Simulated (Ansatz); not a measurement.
Task: the levels without and with spin-orbit coupling of TlBr, space group Pm-3m, with Ansatz's Python interface. Give the script and its output. Level of theory (first run): LDA, PAW, the default cutoff (420 eV here), 3×3×3 k-points, fixed occupations.

```
CELL_PARAMETERS angstrom
3.98000 0.00000 0.00000
0.00000 3.98000 0.00000
0.00000 0.00000 3.98000
ATOMIC_POSITIONS crystal
Tl 0.00000 0.00000 0.00000
Br 0.50000 0.50000 0.50000
```

`soc_tlbr.py`:
```python
# -*- coding: utf-8 -*-
"""What spin-orbit coupling does to the bands of TlBr."""

import logging
import sys

import ansatz as az

logging.basicConfig(stream=sys.stdout, format="%(levelname)s:%(name)s:%(message)s")
log = logging.getLogger("calc")
log.setLevel(logging.INFO)

MESH = (3, 3, 3)
BETA = 0.3
SCF_TOL = 1e-06
EXTRA_BANDS = 16
SMEARING = "Fixed"
FUNCTIONAL = "lda"

structure = (
    az.Lattice.of((3.98, 0.0, 0.0), (0.0, 3.98, 0.0), (0.0, 0.0, 3.98))
    .atom("Tl", (0.0, 0.0, 0.0))
    .atom("Br", (0.5, 0.5, 0.5))
)

base = (
    structure.calculation()
    .kpoints(mesh=MESH, shift=0.5)
    .mixing("msr1", beta=BETA)
    .eigensolver("davidson", full_accuracy=True)
    .scf(tolerance=SCF_TOL, extra_bands=EXTRA_BANDS)
    .occupations(SMEARING)
    .functional(FUNCTIONAL)
    .band_table()
)
for label, variant in (("scalar-relativistic", base), ("spin-orbit", base.spin(soc=True))):
    data = variant.run().report
    zero = data["band_edges_ev"][0] if data.get("band_edges_ev") else data["fermi_energy_ev"]
    near = [round(e - zero, 3) for e in data["eigenvalues_ev"][0] if abs(e - zero) < 2]
    print(label)
    print("  band edges (eV):", [round(e, 3) for e in data.get("band_edges_ev") or []] or "none reported")
    print("  levels at k =", data["kpoints_frac"][0], "within 2 eV of the zero:", near)
```

```console
$ python soc_tlbr.py
DeckWarning: basis.ecutwfc = 420 eV, auto-derived from the records' recommended cutoffs: set by Tl (normal level)
scalar-relativistic
  band edges (eV): [4.531, 6.777]
  levels at k = [0.16666666666666666, 0.16666666666666666, 0.16666666666666666] within 2 eV of the zero: [-1.375, -1.375, 0.0]
spin-orbit
  band edges (eV): [4.533, 5.91]
  levels at k = [0.16666666666666666, 0.16666666666666666, 0.16666666666666666] within 2 eV of the zero: [-1.621, -1.621, -1.242, -1.242, -0.0, 0.0]
```
(Warnings from the package without file and line, repeats left out.)

These settings explore the input space; cutoff and mesh may be short of convergence. Energy and stress may still move on a finer k-point mesh. This mesh misses the zone centre, where many direct gaps lie, so the gap can be several times too large. The starting cell is as deposited in a crystallographic database; the results hold for this polymorph, which needn't be the stable one. Levels are Kohn-Sham eigenvalues on this mesh. With spin-orbit coupling each level holds one electron and, with inversion or at time-reversal points, comes in pairs; a window in energy can cut a split set. The whole script took 15 s on 1 thread of Arm Neoverse V1, on a shared host, peak memory 0.41 GiB.
